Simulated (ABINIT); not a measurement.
**GaAs (F-43m): G0W0 with ABINIT, start to end**

Wanted: ground state, empty states, screening and self-energy for GaAs (F-43m).

Calculated with ABINIT 10.8.3; PBE and many-body steps on it, plane waves.

**What was measured.**

- Gap 1.51 eV: band-edge emission energy from PL (direct gap at Gamma); photoluminescence, 633 nm excitation; 77 K; bulk crystal (MBE GaAs matrix around a thin InAs wetting layer on semi-insulating GaAs (100)) (“Photoluminescence of InAs/GaAs quantum dots under direct two-photon excitation”, 2020, pmc:7331710).

- Gap 1.42 eV: band-edge photoluminescence emission energy of the GaAs substrate; time-integrated photoluminescence; 300 K; bulk crystal ((001) GaAs substrate beneath GaBiAs epilayers) (“Investigation of the anisotropic electron g factor as a probe of the electronic structure of GaBixAs1-x/GaAs epilayers”, 2014, arxiv:1409.8467).

- Gap 1.412 ± 0.01 eV: direct gap E0 at Gamma from ellipsometry; variable-angle spectroscopic ellipsometry, parametric critical-point fit; 300 K; bulk crystal (semi-insulating GaAs(001) reference substrate with native oxide) (“Evidence of valence band perturbations in GaAsN/GaAs(001): A combined variable-angle spectroscopic ellipsometry and modulated photoreflectance investigation”, 2008, arxiv:0805.2212).

- Gap 1.418 ± 0.005 eV: direct gap E0 at Gamma from PR; modulated photoreflectance, low-field lineshape fit; 300 K; bulk crystal (semi-insulating GaAs(001) reference substrate) (“Evidence of valence band perturbations in GaAsN/GaAs(001): A combined variable-angle spectroscopic ellipsometry and modulated photoreflectance investigation”, 2008, arxiv:0805.2212).

## (1) The starting structure

It takes space group F-43m (No. 216, cubic). Conventional cell: a = 5.654 Å, b = 5.654 Å, c = 5.654 Å, α = 90.00°, β = 90.00°, γ = 90.00°. Nearest to Ga lie 4 As at 2.45 Å. Nearest to As lie 4 Ga at 2.45 Å. Farther neighbours are not listed.

The cell and positions come from the Crystallography Open Database and are kept as given unless a step says otherwise.

## (2) Ground state

This step: ABINIT 10.8.3; DFT, PBE, plane waves, norm-conserving pseudopotentials.

The ground-state density comes first.

run.abi reads:

```
acell 3*1.0 Angstrom
rprim 
  0.000000000000 2.826850000000 2.826850000000
  2.826850000000 0.000000000000 2.826850000000
  2.826850000000 2.826850000000 0.000000000000
ntypat 2
znucl 31 33
natom 2
typat 1 2
xred 
  0.000000000000 0.000000000000 0.000000000000
  0.250000000000 0.250000000000 0.250000000000
pp_dirpath "pseudos"
pseudos "Ga.upf, As.upf"
ecut 45
ngkpt 6 6 6
nshiftk 1
shiftk 0 0 0
kptopt 1
chksymbreak 0
nband 27
occopt 1
tolvrs 1e-10
nstep 60
prtwf 0
optforces 0
optstress 0
indata_prefix "in"
outdata_prefix "out"
tmpdata_prefix "tmp"
```

Command:

```bash
$ OMP_NUM_THREADS=1 mpirun -n 4 abinit run.abi > log
```

Numbers of over 12 decimals in the logs are rounded to 6 here.

The program printed:

```text
.Version 10.8.3 of ABINIT. v10.8.2 released Aug 2026.

 Symmetries : space group F-4 3 m (#216); Bravais cF (face-center cubic)
================================================================================
 Values of the parameters that define the memory need of the present run
     intxc =       0    ionmov =       0      iscf =       7    lmnmax =       6
     lnmax =       6     mgfft =      48  mpssoang =       3    mqgrid =    3001
     natom =       2  nloc_mem =       1    nspden =       1   nspinor =       1
    nsppol =       1      nsym =      24    n1xccc =    2501    ntypat =       2
    occopt =       1   xclevel =       2
-    mband =          27        mffmem =           1         mkmem =           4
       mpw =        4428          nfft =      110592          nkpt =          16
================================================================================
  Rough estimation (10% accuracy) of disk space for files :
================================================================================

--------------------------------------------------------------------------------
------------- Echo of variables that govern the present computation ------------
--------------------------------------------------------------------------------
 -outvars: echo values of preprocessed input variables --------
            acell      1.8897261259E+00  1.8897261259E+00  1.8897261259E+00 Bohr

      chksymbreak           0
             ecut      4.50000000E+01 Hartree
-          fftalg         312

              ixc     -101130
              kpt      0.00000000E+00  0.00000000E+00  0.00000000E+00
                       1.66666667E-01  0.00000000E+00  0.00000000E+00
                       3.33333333E-01  0.00000000E+00  0.00000000E+00
                       5.00000000E-01  0.00000000E+00  0.00000000E+00
                       1.66666667E-01  1.66666667E-01  0.00000000E+00
                       3.33333333E-01  1.66666667E-01  0.00000000E+00
                       5.00000000E-01  1.66666667E-01  0.00000000E+00
                      -3.33333333E-01  1.66666667E-01  0.00000000E+00
                      -1.66666667E-01  1.66666667E-01  0.00000000E+00
   [... 5 further rows ...]
                      -3.33333333E-01  3.33333333E-01  1.66666667E-01
                      -3.33333333E-01  5.00000000E-01  1.66666667E-01
         kptrlatt        6    0    0      0    6    0      0    0    6
          kptrlen      4.53281381E+01
P           mkmem           4
            natom           2
            nband          27
            ngfft          48      48      48
             nkpt          16
            nstep          60
             nsym          24
           ntypat           2
              occ      2.000000  2.000000  2.000000  2.000000  2.000000  2.000000
                       2.000000  2.000000  2.000000  2.000000  2.000000  2.000000
                       2.000000  2.000000  2.000000  2.000000  2.000000  2.000000
                       2.000000  2.000000  2.000000  2.000000  0.000000  0.000000
[...]
optforces           0
        optstress           0
            prtwf           0
            rprim      0.0000000000E+00  2.8268500000E+00  2.8268500000E+00
[...]
spgroup         216

           tolvrs      1.00000000E-10

             xred      0.0000000000E+00  0.0000000000E+00  0.0000000000E+00
[...]
znucl       31.00000   33.00000

================================================================================

 chkinp: Checking input parameters for consistency.

================================================================================
== DATASET  1 ==================================================================
-   mpi_nproc: 4, omp_nthreads: 1 (-1 if OMP is not activated)

--- !DatasetInfo
iteration_state: {dtset: 1, }
dimensions: {natom: 2, nkpt: 16, mband: 27, nsppol: 1, nspinor: 1, nspden: 1, mpw: 4428, }
cutoff_energies: {ecut:  45.0, pawecutdg:  -1.0, }
electrons: {nelect:   4.40000000E+01, charge:   0.00000000E+00, occopt:   1.00000000E+00, tsmear:   1.00000000E-02, }

 Real(R)+Recip(G) space primitive vectors, cartesian coordinates (Bohr,Bohr^-1):
 R(1)=  0.0000000  5.3419723  5.3419723  G(1)= -0.0935984  0.0935984  0.0935984
 R(2)=  5.3419723  0.0000000  5.3419723  G(2)=  0.0935984 -0.0935984  0.0935984
 R(3)=  5.3419723  5.3419723  0.0000000  G(3)=  0.0935984  0.0935984 -0.0935984
 Unit cell volume ucvol=  3.0488418E+02 bohr^3
 Angles (23,13,12)=  6.00000000E+01  6.00000000E+01  6.00000000E+01 degrees

 getcut: wavevector=  0.0000  0.0000  0.0000  ngfft=  48  48  48
         ecut(hartree)=     45.000   => boxcut(ratio)=   2.10404

--- Pseudopotential description ------------------------------------------------
- Ga Generated using ONCVPSP code by D. R. Hamann
- 31.00000  21.00000  171031                  znucl, zion, pspdat
12 -101130 2 -1 1902                          pspcod,pspxc,lmax,lloc,mmax
     nproj     2     2     2
  pspatm : epsatm=   21.85474337
         --- l  ekb(1:nproj) -->
[...]
pspatm: atomic psp has been read  and splines computed

- As Generated using ONCVPSP code by D. R. Hamann
- 33.00000  23.00000  171031                  znucl, zion, pspdat
12 -101130 2 -1 1358                          pspcod,pspxc,lmax,lloc,mmax
     nproj     2     2     2
  pspatm : epsatm=   24.77333152
         --- l  ekb(1:nproj) -->
[...]
pspatm: atomic psp has been read  and splines computed

   2.05163530E+03                                ecore*ucvol(ha*bohr**3)
--------------------------------------------------------------------------------

_setup2: Arith. and geom. avg. npw (full set) are    4396.153    4396.130

================================================================================

--- !BeginCycle
iteration_state: {dtset: 1, }
solver: {iscf: 7, nstep: 60, nline: 4, wfoptalg: 0, }
tolerances: {tolvrs: 1.00E-10, }

     iter   Etot(hartree)      deltaE(h)  residm     vres2
 ETOT  1  -551.03046146651    -5.510E+02 9.109E-01 1.435E+03
 ETOT  2  -553.19824534608    -2.168E+00 2.477E-02 2.566E+03
 ETOT  3  -553.54765832786    -3.494E-01 3.271E-02 3.191E+02
 ETOT  4  -553.56859560667    -2.094E-02 4.856E-03 1.481E+02
 ETOT  5  -553.58703702391    -1.844E-02 5.683E-04 1.915E+00
 ETOT  6  -553.58715212543    -1.151E-04 3.854E-05 6.968E-01
 ETOT  7  -553.58724571705    -9.359E-05 3.828E-06 9.701E-03
 ETOT  8  -553.58724688351    -1.166E-06 1.260E-06 5.277E-04
 ETOT  9  -553.58724687676     6.753E-09 8.972E-07 5.197E-04
 ETOT 10  -553.58724695068    -7.392E-08 3.128E-07 1.448E-07
 ETOT 11  -553.58724695072    -4.195E-11 3.029E-07 5.961E-09
 ETOT 12  -553.58724695070     1.910E-11 1.090E-07 4.989E-10
 ETOT 13  -553.58724695071    -9.663E-12 1.174E-07 1.973E-11

 At SCF step   13       vres2   =  1.97E-11 < tolvrs=  1.00E-10 =>converged.

--- !ResultsGS
iteration_state: {dtset: 1, }
comment   : Summary of ground state results
lattice_vectors:
- [  0.0000000,   5.3419723,   5.3419723, ]
- [  5.3419723,   0.0000000,   5.3419723, ]
- [  5.3419723,   5.3419723,   0.0000000, ]
lattice_lengths: [   7.55469,    7.55469,    7.55469, ]
lattice_angles: [ 60.000,  60.000,  60.000, ] # degrees, (23, 13, 12)
lattice_volume:   3.0488418E+02
convergence: {deltae: -9.663E-12, res2:  1.973E-11, residm:  1.174E-07, diffor:  0.000E+00, }
etotal    :  -5.53587247E+02
entropy   :   0.00000000E+00
fermie    :   2.08235878E-01
cartesian_stress_tensor: null
pressure_GPa: null
xred      :
- [  0.0000E+00,   0.0000E+00,   0.0000E+00, Ga]
- [  2.5000E-01,   2.5000E-01,   2.5000E-01, As]
cartesian_forces: null
force_length_stats: {min: null, max: null, mean: null, }

 Integrated electronic density in atomic spheres:
 ------------------------------------------------
 Atom  Sphere_radius  Integrated_density
    1        2.00000         18.80846266
    2        2.00000         20.37373321
================================================================================

 ----iterations are completed or convergence reached----

 Mean square residual over all n,k,spin=   27.173E-11; max=  11.737E-08
 reduced coordinates (array xred) for    2 atoms
       0.000000000000      0.000000000000      0.000000000000
       0.250000000000      0.250000000000      0.250000000000
 rms dE/dt=  0.0000E+00; max dE/dt=  0.0000E+00; dE/dt below (all hartree)
    1       0.000000000000      0.000000000000      0.000000000000
    2       0.000000000000      0.000000000000      0.000000000000

 cartesian coordinates (angstrom) at end:
    1      0.000000     0.000000     0.000000
    2      1.413425     1.413425     1.413425
 length scales=  1.889726125908  1.889726125908  1.889726125908 bohr
              =  1.000000000000  1.000000000000  1.000000000000 angstroms
 prteigrs : about to open file out_EIG
 Fermi (or HOMO) energy (hartree) =   0.20824   Average Vxc (hartree)=  -0.36654
 Eigenvalues (hartree) for nkpt=  16  k points:
 kpt#   1, nband= 27, wtk=  0.00463, kpt=  0.0000  0.0000  0.0000 (reduced coord)
  -6.58411   -5.07879   -4.50242   -4.50242   -4.50242   -3.26559   -3.26559   -3.26559
  -1.08415   -1.08415   -1.08415   -1.08382   -1.08382   -0.33685   -0.33685   -0.33685
  -0.33402   -0.33402   -0.25960    0.20824    0.20824    0.20824    0.22690    0.34556
   0.34556    0.34556    0.48736
 prteigrs : prtvol=0 or 1, do not print more k-points.

--- !EnergyTerms
iteration_state     : {dtset: 1, }
comment             : Components of total free energy in Hartree
kinetic             :  2.56579599922981E+02
hartree             :  2.39359398107684E+02
xc                  : -5.35166848518870E+01
Ewald energy        : -2.44384754666974E+02
psp_core            :  6.72922843284988E+00
local_psp           : -6.21711725125364E+02
non_local_psp       : -1.36642308770002E+02
total_energy        : -5.53587246950713E+02
total_energy_eV     : -1.50638763976251E+04
band_energy         : -8.40153441810219E+01

== END DATASET(S) ==============================================================
================================================================================

 -outvars: echo values of variables after computation  --------
           etotal     -5.5358724695E+02
            nband          27
             nkpt          16
          spgroup         216
 [... the other variables as echoed above ...]

 Calculation completed.
```

Wall time 20 s (4 MPI ranks of Arm Neoverse V2, shared host); peak memory 0.35 GiB.

This step gave:

| Quantity | Value |
| --- | --- |
| total energy | -15063.8764 eV |
| gap | 0.5078 eV |
| k of the valence top | 0, 0, 0 |
| k of the conduction bottom | 0, 0, 0 |
| least direct gap | 0.5078 eV |

The gap is direct, at Γ.

(Part 1 of 3 ends here.)

[Paths, hosts, dates, memory and timing lines, banners, echoed tables and standing remarks are left out of the program output.]

[Logs are printed without paths, hosts, clocks, repeated set-up lines and the standing remarks that a program may print on its own settings, such as how far it seeks lower states.]

[Runs of the session that timed out or met a known fault of the program may be left out.]

[Hosts, paths, dates, database ids (printed as entryN), source tags and the programs' standing remarks are cut or masked in the printed files.]

[G0W0 gaps are taken among the corrected bands and points alone; a level outside them can change the order at an edge.]

[Where Ansatz stands beside ABINIT at settings called matched, ABINIT's density can come from a denser mesh and the files from another edition; pairs whose starting gaps differed by over 0.03 eV were left out, so agreement reads better than it is.]
